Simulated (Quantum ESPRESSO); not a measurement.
BAs under changes of volume

One of the cells (13.626 Å³/atom); the others are scaled copies at fixed shape and fractional positions:

```
As B
1.0
     0.00000    2.38850    2.38850
     2.38850    0.00000    2.38850
     2.38850    2.38850    0.00000
As B
1 1
Cartesian
  3.5827 3.5827 3.5827
  0.0000 0.0000 0.0000
```

```yaml
Program: Quantum ESPRESSO 7.5
Functional: rev-vdW-DF2
Potentials_or_basis: PseudoDojo 0.4.1 SR PBE standard
Cutoff: 1143 eV
Density_cutoff: 4572 eV
k_mesh: 10 × 10 × 10
Occupations: fermi-dirac, width 0.05 eV
Spin: no spin polarisation
```

```tsv
volume (Å³/atom)	energy over the lowest point (meV/atom)	pressure (GPa)	gap on the mesh (eV)
12.809	29.61	10.9	1.18
13.081	14.14	7.3	1.20
13.354	4.45	4.1	1.22
13.626	0.00	1.2	1.24
13.899	0.28	-1.5	1.25
14.171	?	?	?
14.444	13.22	-6.0	1.29
```

Q: What does the run at 14.171 Å³/atom give?

A: Energy over the lowest point 4.82 meV/atom; pressure -3.9 GPa; gap on the mesh 1.27 eV.

Worked out: A Birch-Murnaghan fit of order 3 (a polynomial in V^(-2/3)) to the other rows has its minimum at 13.74 Å³/atom with B0 = V·E''(V) = 134 GPa and B' = 4.2. It gives 4.81 meV/atom at 14.171 Å³/atom, against the run's 4.82, and -dE/dV = -3.8 GPa, against -3.9. A straight line through the other rows of the gap, of slope 0.899 eV per unit of ln V, gives 1.27 eV, against the run's 1.27.

Energies are extrapolated to zero smearing.

Caveats: the potentials were made for another functional, which shifts forces and pressure.

A mesh can miss the band edges. Spin-orbit coupling on As is left out.
